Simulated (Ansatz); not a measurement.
# TiTe under changes of volume

One of the cells (20.463 Å³/atom); the others are scaled copies at fixed shape and fractional positions:

```
Te Ti
1.0
     3.84200    0.00000    0.00000
    -1.92100    3.32727    0.00000
     0.00000    0.00000    6.40300
Te Ti
2 2
Direct
  0.66667 0.33333 0.75000
  0.33333 0.66667 0.25000
  0.00000 0.00000 0.50000
  0.00000 0.00000 0.00000
```

| Item | Value |
| --- | --- |
| Program | Ansatz 0.2.0 |
| Functional | LDA |
| Potentials or basis | Ansatz PAW |
| Cutoff | 420 eV (not typed: the program's choice for these potentials) |
| k mesh | 8 × 8 × 4 |
| Occupations | fermi-dirac, width 0.05 eV |
| Spin | no spin polarisation |

```tsv
volume (Å³/atom)	energy over the lowest point (meV/atom)	pressure (GPa)
19.235	?	?
19.644	14.57	5.4
20.054	4.29	2.9
20.463	0.00	0.7
20.872	1.08	-1.3
21.281	7.00	-3.1
21.691	17.26	-4.7
```

Q: What does the run at 19.235 Å³/atom give?

A: Energy over the lowest point 31.53 meV/atom; pressure 8.1 GPa.

Worked out: A Birch-Murnaghan fit of order 3 (a polynomial in V^(-2/3)) to the other rows has its minimum at 20.58 Å³/atom with B0 = V·E''(V) = 102 GPa and B' = 4.4 at fixed shape and positions, which overstates the stiffness. It gives 31.50 meV/atom at 19.235 Å³/atom, against the run's 31.53, and -dE/dV = 8.0 GPa, against 8.1.

Energies are extrapolated to zero smearing.

Caveats: the PAW data sets come from PBE, with cores solved anew for the run's functional, which leaves a small shift of forces and pressure.
